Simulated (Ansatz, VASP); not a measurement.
This is a calculation of BaTiO3 for Ansatz 0.2.0.

Contents of input.yaml:

```yaml
crystal:
  lattice:
    - [4.006, 0.0, 0.0]
    - [0.0, 4.006, 0.0]
    - [0.0, 0.0, 4.006]
  atoms:
    - { symbol: Ba, position: [0.5, 0.5, 0.5] }
    - { symbol: Ti, position: [0.0, 0.0, 0.0] }
    - { symbol: O, position: [0.0, 0.0, 0.5] }
    - { symbol: O, position: [0.0, 0.5, 0.0] }
    - { symbol: O, position: [0.5, 0.0, 0.0] }
hamiltonian:
  xc: pbesol
  pseudopotentials: { kind: paw }
kpoints:
  mp_grid: { grid: [7, 7, 7] }
scf:
  occupations: { method: fermi_dirac, width: 0.05 }
output:
  forces: true
  stress: true
  eigenvalues: true
```

Potentials or basis: Ansatz PAW.

Run with:

```bash
$ ansatz run input.yaml --threads 1 --pin off --max-ram 3584MiB --backend cpu --events-out ev --progress --plain --runs-dir out
```

Task: Translate it to VASP 6.6.1. Potentials there: VASP PAW PBE potentials, release 64 (Ba_sv, Ti_sv, O).

Result: As run (the cutoff follows the program's own potentials):

Contents of INCAR:

```
PREC     = Accurate       # precision mode
ENCUT    = 520            # plane-wave cutoff, eV
EDIFF    = 1E-6           # SCF threshold, eV
ISMEAR   = -1             # smearing method
SIGMA    = 0.05           # smearing width, eV
LREAL    = False          # projectors in reciprocal space
LASPH    = True           # aspherical terms in the spheres
NELM     = 60             # most SCF steps
ALGO     = Normal         # electronic algorithm
ISIF     = 2              # what is computed and relaxed
LWAVE    = False          # write WAVECAR
LCHARG   = True           # write CHGCAR
GGA      = PS             # functional
LELF     = True           # ELF
LVHAR    = True         
NBANDS   = 28             # bands
```

The input KPOINTS:

```
regular mesh
0
Gamma
  7 7 7
```

File POSCAR:

```
BaTiO3
1.0
    4.0060000000      0.0000000000      0.0000000000
    0.0000000000      4.0060000000      0.0000000000
    0.0000000000      0.0000000000      4.0060000000
Ba Ti O
1 1 3
Direct
    0.5000000000      0.5000000000      0.5000000000
    0.0000000000      0.0000000000      0.0000000000
    0.0000000000      0.0000000000      0.5000000000
    0.0000000000      0.5000000000      0.0000000000
    0.5000000000      0.0000000000      0.0000000000
```

Potentials or basis: VASP PAW PBE potentials, release 64 (Ba_sv, Ti_sv, O).

Launch:

```sh
$ cat potpaw_PBE.64/Ba_sv/POTCAR potpaw_PBE.64/Ti_sv/POTCAR potpaw_PBE.64/O/POTCAR > POTCAR
$ mpirun -np 1 vasp_std > vasp.out
```

Both were run:

|  | VASP | Ansatz | Ansatz less VASP |
| --- | --- | --- | --- |
| gap on the k mesh at the Fermi level (eV) | 1.76 | 1.82 | +0.068 |
| least direct gap on the mesh (eV) | 1.84 | 1.87 | +0.027 |
| pressure (GPa) | -2.8 | -4.6 | -1.80 |

With one functional, cell and mesh, what is left measures potentials, basis and numerics.

Caveats: spin-orbit coupling is left out, which moves the levels of the heavy elements; the PAW data sets were made with another functional, which shifts forces and pressure a little (VASP); an odd mesh through Γ misses points on the zone boundary, where band edges often lie (VASP); odd divisions of the mesh miss points on the zone boundary, where band edges often lie, so the gap on the mesh can be too wide (Ansatz); the pressure holds a Pulay correction of +0.6 GPa for the finite cutoff (Ansatz); the PAW data sets come from PBE, with cores solved anew for the run's functional, which leaves a small shift of forces and pressure (Ansatz). As with any semilocal functional, this PBEsol gap is likely too small.
